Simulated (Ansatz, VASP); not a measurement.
## Mg in VASP and in Ansatz

```
CELL_PARAMETERS angstrom
-1.48628 1.48628 1.48628
1.48628 -1.48628 1.48628
1.48628 1.48628 -1.48628
ATOMIC_POSITIONS crystal
Mg 0.00000 0.00000 0.00000
```

Change from the starting cell: volume scaled by 1.02, crystal datasets.

Alike in both runs: task electric field gradients; functional PBEsol; k mesh 16 × 16 × 16; occupations fermi-dirac, width 0.05 eV; no spin polarisation.

|  | VASP | Ansatz |
| --- | --- | --- |
| version | VASP 6.6.1 | Ansatz 0.2.0 |
| potentials or method | VASP PAW PBE potentials, release 64 (Mg), cutoff 520 eV | all-electron PAW with datasets made for the crystal, scalar-relativistic |

|  | VASP | Ansatz | Ansatz less VASP |
| --- | --- | --- | --- |
| pressure (GPa) | 57.0 | 55.8 | -1.21 |
| Vzz of the field gradient on the site that differs most (V/Å²) | 0.0 | 0.0 | 0.00 |

Ansatz ran all-electron here, so the differences hold the error of VASP's frozen core and of both bases.

Caveats: so large a pressure means that the cell lies far from this level's equilibrium, or that cutoff or potentials fall short (VASP); the potentials were made for another functional, which shifts forces and pressure (VASP).
